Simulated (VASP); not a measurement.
# InSe (C2/m) in VASP: settings compared

The runs below take InSe through G0W0 quasiparticle levels, relaxation of the atoms, Born charges and dielectric tensor, with PBEsol, PBE.

Program: VASP 6.6.1. These are calculated values, not measurements. Logs are shortened: lines on timing, memory, paths and dates and some standing lists are left out, and cuts for length are marked.

**1. The structure**

Symmetry: C2/m, No. 12, monoclinic system. Conventional cell: a = 11.653 Å, b = 4.109 Å, c = 5.073 Å, α = 90.00°, β = 109.86°, γ = 90.00°. Around In (site symmetry m) lie 3 Se at 2.68 to 2.69 Å and 1 In at 2.80 Å. Se (site symmetry m) is surrounded by 3 In at 2.68 to 2.69 Å.

The cell comes from a database or a generator and needn't be the stable form of this composition.

**2. G0W0 quasiparticle levels, PBEsol**

Input file POSCAR:

```
InSe
1.0
    5.8263928781     -2.0546489550      0.0000000000
    5.8263928781      2.0546489550      0.0000000000
   -1.7232330140      0.0000000000      4.7713478577
In Se
2 2
Direct
    0.8882032500      0.8882032500      0.0468413600
    0.1117967500      0.1117967500      0.9531586400
    0.6609275900      0.6609275900      0.6689556200
    0.3390724100      0.3390724100      0.3310443800
```

Input file INCAR.step1:

```
ALGO = Normal
EDIFF = 1E-8
ENCUT = 500
GGA = PS
ISMEAR = 0
KPAR = 4
LASPH = T
LCHARG = F
LREAL = F
LWAVE = T
NELM = 100
PREC = Accurate
SIGMA = 0.01
```

Input file INCAR.step2:

```
ALGO = Exact
EDIFF = 1E-8
ENCUT = 500
GGA = PS
ISMEAR = 0
ISTART = 1
KPAR = 4
LASPH = T
LCHARG = F
LOPTICS = T
LREAL = F
LWAVE = T
NBANDS = 360
NELM = 1
PREC = Accurate
SIGMA = 0.01
```

Input file INCAR.step3:

```
ALGO = EVGW0
EDIFF = 1E-8
ENCUT = 500
ENCUTGW = 120
GGA = PS
ISMEAR = 0
ISTART = 1
KPAR = 4
LASPH = T
LCHARG = F
LREAL = F
LWAVE = F
NBANDS = 360
NBANDSGW = 27
NELMGW = 1
NOMEGA = 50
PREC = Accurate
PRECFOCK = Fast
SIGMA = 0.01
```

Input file KPOINTS:

```
k-points
0
Gamma
  4 4 2
```

Potentials or basis: VASP PAW PBE potentials, release 64 (In_d_GW, Se_GW).

Command:

```console
> cat potpaw_PBE.64/In_d_GW/POTCAR potpaw_PBE.64/Se_GW/POTCAR > POTCAR
> cp INCAR.step1 INCAR
> mpirun -np 4 vasp_std > vasp.out
> cp INCAR.step2 INCAR
> mpirun -np 4 vasp_std > vasp.out
> cp INCAR.step3 INCAR
> mpirun -np 4 vasp_std > vasp.out
```

OUTCAR:

```text
EDIFF = 1E-8
   ENCUT = 500
   ENCUTGW = 120
   GGA = PS
   ISMEAR = 0
   ISTART = 1
   LASPH = T
   LREAL = F
   NELMGW = 1
   PREC = Accurate
   PRECFOCK = Fast

 ion  position               nearest neighbor table
   1  0.888  0.888  0.047-   4 2.68   4 2.68   3 2.69   2 2.80
   2  0.112  0.112  0.953-   3 2.68   3 2.68   4 2.69   1 2.80
   3  0.661  0.661  0.669-   2 2.68   2 2.68   1 2.69
   4  0.339  0.339  0.331-   1 2.68   1 2.68   2 2.69

  LATTYP: Found a base centered monoclinic cell.
 ALAT       =    11.6527857562
 B/A-ratio  =     0.3526451096
 C/A-ratio  =     0.4353462338
 COS(beta)  =    -0.3396874117

  Lattice vectors:

 A1 = (   5.8263928781,  -2.0546489550,   0.0000000000)
 A2 = (   5.8263928781,   2.0546489550,   0.0000000000)
 A3 = (  -1.7232330140,   0.0000000000,   4.7713478577)

Analysis of symmetry for initial positions (statically):
=====================================================================
 Subroutine PRICEL returns:
 Original cell was already a primitive cell.

 Routine SETGRP: Setting up the symmetry group for a
 base centered monoclinic supercell.

 Subroutine GETGRP returns: Found  4 space group operations
 (whereof  4 operations were pure point group operations)
 out of a pool of  4 trial point group operations.

The static configuration has the point symmetry C_2h.

Analysis of symmetry for dynamics (positions and initial velocities):
=====================================================================
 Subroutine PRICEL returns:
 Original cell was already a primitive cell.

 Routine SETGRP: Setting up the symmetry group for a
 base centered monoclinic supercell.

 Subroutine GETGRP returns: Found  4 space group operations
 (whereof  4 operations were pure point group operations)
 out of a pool of  4 trial point group operations.

The dynamic configuration has the point symmetry C_2h.

 Subroutine INISYM returns: Found  4 space group operations
 (whereof  4 operations are pure point group operations),
 and found     1 'primitive' translations

----------------------------------------------------------------------------------------

                                     Primitive cell

  volume of cell :     114.2374

  direct lattice vectors                    reciprocal lattice vectors
     5.826392878 -2.054648955  0.000000000     0.085816389 -0.243350573  0.030993681
     5.826392878  2.054648955  0.000000000     0.085816389  0.243350573  0.030993681
    -1.723233014  0.000000000  4.771347858     0.000000000  0.000000000  0.209584384

  length of vectors
     6.178060885  6.178060885  5.072996393     0.259893367  0.259893367  0.209584384

  position of ions in fractional coordinates (direct lattice)
     0.888203250  0.888203250  0.046841360
     0.111796750  0.111796750  0.953158640
     0.660927590  0.660927590  0.668955620
     0.339072410  0.339072410  0.331044380

  ion indices of the primitive-cell ions
   primitive index   ion index
                 1           1
                 2           2
                 3           3
                 4           4

----------------------------------------------------------------------------------------

 KPOINTS: k-points

Automatic generation of k-mesh.
 Grid dimensions read from file:
 generate k-points for:    4    4    2

 Generating k-lattice:

  Cartesian coordinates                     Fractional coordinates (reciprocal lattice)
     0.021454097 -0.060837643  0.007748420     0.250000000  0.000000000  0.000000000
     0.021454097  0.060837643  0.007748420     0.000000000  0.250000000  0.000000000
     0.000000000  0.000000000  0.104792192     0.000000000  0.000000000  0.500000000

  Length of vectors
     0.064973342  0.064973342  0.104792192

  Shift w.r.t. Gamma in fractional coordinates (k-lattice)
     0.000000000  0.000000000  0.000000000

 Subroutine IBZKPT returns following result:
 ===========================================

 Found     14 irreducible k-points:

 Following reciprocal coordinates:
            Coordinates               Weight
  0.000000  0.000000  0.000000      1.000000
  0.250000  0.000000  0.000000      4.000000
  0.500000  0.000000  0.000000      2.000000
  0.250000  0.250000  0.000000      2.000000
  0.500000  0.250000 -0.000000      4.000000
 -0.250000  0.250000  0.000000      2.000000
  0.500000  0.500000  0.000000      1.000000
  0.000000  0.000000  0.500000      1.000000
  0.250000  0.000000  0.500000      4.000000
  0.500000  0.000000  0.500000      2.000000
  0.250000  0.250000  0.500000      2.000000
  0.500000  0.250000  0.500000      4.000000
 -0.250000  0.250000  0.500000      2.000000
  0.500000  0.500000  0.500000      1.000000
   k-points           NKPTS =     14   k-points in BZ     NKDIM =     32   number of bands    NBANDS=    360
   number of dos      NEDOS =    301   number of ions     NIONS =      4
   total plane-waves  NPLWV =  92160
   dimension x,y,z NGX =    48 NGY =   48 NGZ =   40
   dimension x,y,z NGXF=    96 NGYF=   96 NGZF=   80
   ions per type =               2   2
   NGX,Y,Z   is equivalent  to a cutoff of  12.92, 12.92, 13.11 a.u.
   NGXF,Y,Z  is equivalent  to a cutoff of  25.83, 25.83, 26.22 a.u.
 SYSTEM =  unknown system
   PREC   = accura    normal or accurate (medium, high low for compatibility)
   ISTART =      1    job   : 0-new  1-cont  2-samecut
   ICHARG =      0    charge: 1-file 2-atom 10-const
   ISPIN  =      1    spin polarized calculation?
   LNONCOLLINEAR =      F non collinear calculations
   LSORBIT =      F    spin-orbit coupling
   LASPH  =      T    aspherical Exc in radial PAW
   ENCUT  =  500.0 eV  36.75 Ry    6.06 a.u.  11.26 11.26  9.25*2*pi/ulx,y,z
   NELM   =     60;   NELMIN=  2; NELMDL=  0     # of ELM steps
   EDIFF  = 0.1E-07   stopping-criterion for ELM
   LREAL  =      F    real-space projection
   EDIFFG = 0.1E-06   stopping-criterion for IOM
   NSW    =      0    number of steps for IOM
   IBRION =     -1    ionic relax: 0-MD 1-quasi-New 2-CG
   NFREE  =      0    steps in history (QN), initial steepest desc. (CG)
   ISIF   =      0    stress and relaxation
   ISYM   =      3    0-nonsym 1-usesym 2-fastsym
   POTIM  = 0.5000    time-step for ionic-motion
   TEBEG  =    0.0;   TEEND  =   0.0 temperature during run
   PSTRESS=    0.0 pullay stress
   NELECT =      38.0000    total number of electrons
   NUPDOWN=      -1.0000    fix difference up-down
   EMIN   =  10.00;   EMAX   =-10.00  energy-range for DOS
   EFERMI =   0.00;   METHOD = LEGACY
   ISMEAR =     0;   SIGMA  =   0.01  broadening in eV -4-tet -1-fermi 0-gaus
   EFERMI_NEDOS =   21; number of points for ismear=-14 and -15
   IALGO  =     38    algorithm
   IMIX   =      4    mixing-type and parameters
     AMIX     =   0.40;   BMIX     =  1.00
     AMIX_MAG =   1.60;   BMIX_MAG =  1.00
  volume/ion in A,a.u.               =      28.56       192.73
  Fermi-wavevector in a.u.,A,eV,Ry     =   1.134314  2.143542 17.506177  1.286668
  Thomas-Fermi vector in A             =   2.271018
   LORBIT       =      0    0 simple, 1 ext, 2 COOP (PROOUT), +10 PAW based schemes
   GGA     = PS    functional components
   LHFCALC =     T    Hartree Fock is set to
   PRECFOCK=fast      Normal, Fast or Accurate (Low or Medium for compatibility)
   ENCUT4O =  -1.0   cutoff for four orbital integrals eV
   NKREDX  =     1    reduce k-point grid by
   NKREDY  =     1    reduce k-point grid by
   NKREDZ  =     1    reduce k-point grid by
   AEXX    =    1.0000 exact exchange contribution
   HFSCREEN=    0.0000 screening length (either q_TF or 0.3 A-1)
   HFSCREENC=   0.0000 screening length for correlation (either q_TF or 0.3 A-1)
   ENCUTFOCK=  -1.0 apply spherical cutoff to Coloumb kernel
   IVDW    =     0    specifies the selected vdW correction
   LEPSILON=     F    determine dielectric tensor
   LRPA    =     F    only Hartree local field effects (RPA)
   LRPAFORCE           =     F    calculate RPA forces
   ENCUTGW             = 120.0    cutoff for response function in eV
   ENCUTGWSOFT         =  96.0    soft cutoff for Coulomb kernel in GW response function in eV
   ENCUTLF             =  -1.0    cutoff for local field effects
   NELMGW              =     1    number of iterations in solving QP/BSE equation
   NELMHF              =     1    number of iterations in the inner HF iteration
   NKREDLFX            =     1    NKREDLFY  =   1   NKREDLFZ  =   1
 non-spin polarized calculation
 Gauss-broadening in eV      SIGMA  =   0.01
  energy-cutoff  :      500.00
  volume of cell :      114.24
 maximum number of plane-waves:      2926
 NGX is ok and might be reduce to    48
  NGX = 24; NGY = 24; NGZ = 20
   NGX = 23   NGY = 23   NGZ = 19
 maximum number of plane-waves:       352
 NGX is ok and might be reduce to    24

 QP shifts <psi_nk| G(iteration)W_0 |psi_nk>: iteration 1
 for sc-GW calculations column KS-energies equals QP-energies in previous step
 and V_xc(KS)=  KS-energies - (<T + V_ion + V_H > + <T+V_H+V_ion>^1  + <V_x>^1)

 k-point   1 :       0.0000    0.0000    0.0000
  band No.  KS-energies  QP-energies   sigma(KS)   V_xc(KS)     V^pw_x(r,r')   Z            occupation Imag(sigma)

      1     -11.6369     -13.3555     -18.6279     -16.0531     -24.7315       0.6675       2.0000       0.3748
      2     -11.5236     -13.4871     -19.4188     -16.5108     -25.2352       0.6752       2.0000       0.2418
      3     -11.3329     -13.3562     -19.5579     -16.6107     -25.3528       0.6865       2.0000       0.2647
      4     -11.2997     -13.3116     -19.4960     -16.5433     -25.2518       0.6814       2.0000       0.2402
      5     -11.2614     -13.2871     -19.5678     -16.6004     -25.2968       0.6827       2.0000       0.2165
      6     -11.2582     -13.3084     -19.6409     -16.6584     -25.3870       0.6874       2.0000       0.2348
[... 19 lines left out ...]
     26       9.5184       9.8064     -10.0192     -10.4098      -5.0723       0.7373       0.0000      -0.1755
     27      11.0061      11.1519      -8.8768      -9.0683      -3.9994       0.7615       0.0000      -0.2392

 k-point   2 :       0.2500    0.0000    0.0000
  band No.  KS-energies  QP-energies   sigma(KS)   V_xc(KS)     V^pw_x(r,r')   Z            occupation Imag(sigma)

      1     -11.6282     -13.3436     -18.6110     -16.0497     -24.7175       0.6697       2.0000       0.3752
      2     -11.5208     -13.4730     -19.3504     -16.4701     -25.1854       0.6778       2.0000       0.2528
      3     -11.4705     -13.2725     -18.8919     -16.2149     -24.8834       0.6731       2.0000       0.3405
      4     -11.3069     -13.3231     -19.5371     -16.5940     -25.3168       0.6851       2.0000       0.2510
      5     -11.2675     -13.3101     -19.6037     -16.6229     -25.3451       0.6853       2.0000       0.2332
      6     -11.2417     -13.2677     -19.5804     -16.6176     -25.3062       0.6838       2.0000       0.2144
[... 363 lines left out ...]
 k-point  14 :       0.5000    0.5000    0.5000
  band No.  KS-energies  QP-energies   sigma(KS)   V_xc(KS)     V^pw_x(r,r')   Z            occupation Imag(sigma)

      1     -11.6097     -13.3584     -18.6996     -16.0984     -24.7654       0.6723       2.0000       0.3584
      2     -11.4835     -13.3939     -19.2075     -16.3905     -25.0862       0.6782       2.0000       0.2715
      3     -11.3985     -13.3970     -19.4624     -16.5344     -25.2562       0.6826       2.0000       0.2630
      4     -11.3667     -13.3572     -19.4591     -16.5401     -25.2584       0.6819       2.0000       0.2589
      5     -11.2888     -13.3223     -19.5902     -16.6166     -25.3496       0.6838       2.0000       0.2441
      6     -11.2665     -13.2806     -19.5189     -16.5706     -25.2713       0.6831       2.0000       0.2334
[... 19 lines left out ...]
     26       9.7688      10.0382      -9.8323     -10.1986      -4.8762       0.7354       0.0000      -0.1822
     27      10.4947      10.5819      -7.9910      -8.1052      -3.2512       0.7641       0.0000      -0.2031
```

It took 11 min on 4 MPI ranks of Intel Xeon Platinum 8488C (Sapphire Rapids), shared host; peak memory 2.8 GiB.

What came out:

```yaml
Band_gap_on_the_k_mesh_mean-field_level: 1.12 eV, indirect (least direct gap 1.44 eV)
Quasiparticle_gap: 1.82 eV
Least_direct_quasiparticle_gap: 2.17 eV
```

Levels at points of the mesh, in eV from the valence-band top:
```tsv
k point	band 17	band 18	band 19	band 20	band 21	band 22
(0.00, 0.00, 0.00)	-1.91	-1.30	-1.07	2.71	3.00	3.62
(0.50, 0.00, 0.00)	-1.73	-1.50	-1.13	1.65	2.44	3.68
(0.50, 0.50, 0.00)	-1.13	-0.63	0.00	1.50	2.63	3.39
(0.00, 0.00, 0.50)	-1.40	-1.00	-0.33	1.12	2.09	3.57
(0.50, 0.00, 0.50)	-2.10	-2.05	-1.24	2.49	3.42	3.70
(0.50, 0.50, 0.50)	-1.23	-0.67	-0.43	2.17	3.02	3.44
```

Caveat: the k mesh is coarse (spacing up to 0.66 Å⁻¹), so the values aren't converged; bands, screening cutoff and mesh are small and nothing is extrapolated, so the quasiparticle values aren't converged; the PAW data sets were made with another functional, which shifts forces and pressure a little; spin-orbit coupling is left out, which moves the levels of the heavy elements.

**3. Relaxation of the atoms, PBE, 27.42 Å³/atom (strain = -0.04)**

Input file INCAR:

```
SYSTEM = InSe
PREC     = Accurate       ! precision mode
ENCUT    = 520            ! plane-wave cutoff, eV
EDIFF    = 1E-7           ! SCF threshold, eV
ISMEAR   = -1             ! smearing method
SIGMA    = 0.05           ! smearing width, eV
LREAL    = .FALSE.        ! projectors in reciprocal space
LASPH    = .TRUE.         ! aspherical terms in the spheres
NELM     = 100            ! most SCF steps
ALGO     = Normal         ! electronic algorithm
ISIF     = 2              ! what is computed and relaxed
LWAVE    = .FALSE.        ! write WAVECAR
LCHARG   = .FALSE.        ! write CHGCAR
GGA      = PE             ! functional
IBRION   = 2              ! ionic algorithm
NSW      = 60             ! ionic steps
EDIFFG   = -0.01          ! ionic threshold
```

Input file KPOINTS:

```
Automatic mesh
0
G
  5 5 5
  0 0 0
```

POSCAR: that of step 2 with these lines changed.

```diff
@@ -4,3 +4,3 @@
     5.8263928781      2.0546489550      0.0000000000
-   -1.7232330140      0.0000000000      4.7713478577
+   -1.7232330140      0.0000000000      4.5804939434
 In Se
```

Potentials or basis: VASP PAW PBE potentials, release 64 (In_d, Se).

Command:

```console
> cat potpaw_PBE.64/In_d/POTCAR potpaw_PBE.64/Se/POTCAR > POTCAR
> mpirun -np 1 vasp_std > vasp.out
```

Run time: 6.4 min. Hardware: 1 thread of AMD EPYC 9R14 (Zen 4), shared host; peak memory 0.29 GiB.

Results (log left out):

```
Free energy                  : -14.0373 eV
Energy gained by relaxing    : 15.4 meV/atom
Ionic steps                  : 8
Pressure after relaxing      : 1.5 GPa
Largest force after relaxing : 0.009 eV/Å
Band gap on the k mesh       : 1.24 eV, indirect (least direct gap 1.25 eV)
```

Caveat: spin-orbit coupling is left out, which moves the levels of the heavy elements; an odd mesh through Γ misses points on the zone boundary, where band edges often lie.

**4. Relaxation of the atoms, PBE, 27.99 Å³/atom (strain = -0.02)**

INCAR is that of step 3.

KPOINTS is that of step 3.

POSCAR: that of step 3 with these lines changed.

```diff
@@ -4,3 +4,3 @@
     5.8263928781      2.0546489550      0.0000000000
-   -1.7232330140      0.0000000000      4.5804939434
+   -1.7232330140      0.0000000000      4.6759209005
 In Se
```

Command:

```console
> cat potpaw_PBE.64/In_d/POTCAR potpaw_PBE.64/Se/POTCAR > POTCAR
> mpirun -np 1 vasp_std > vasp.out
```

Wall time 9 min (1 thread of AMD EPYC 9R14 (Zen 4), shared host); peak memory 0.31 GiB.

The run converged. Its results:

```yaml
Free_energy: -14.0517 eV
Energy_gained_by_relaxing: 7.2 meV/atom
Ionic_steps: 13
Pressure_after_relaxing: 1.1 GPa
Largest_force_after_relaxing: 0.004 eV/Å
Band_gap_on_the_k_mesh: 1.21 eV, direct
```

Caveat: spin-orbit coupling is left out, which moves the levels of the heavy elements; an odd mesh through Γ misses points on the zone boundary, where band edges often lie.

(Continued in part 2 of 2.)
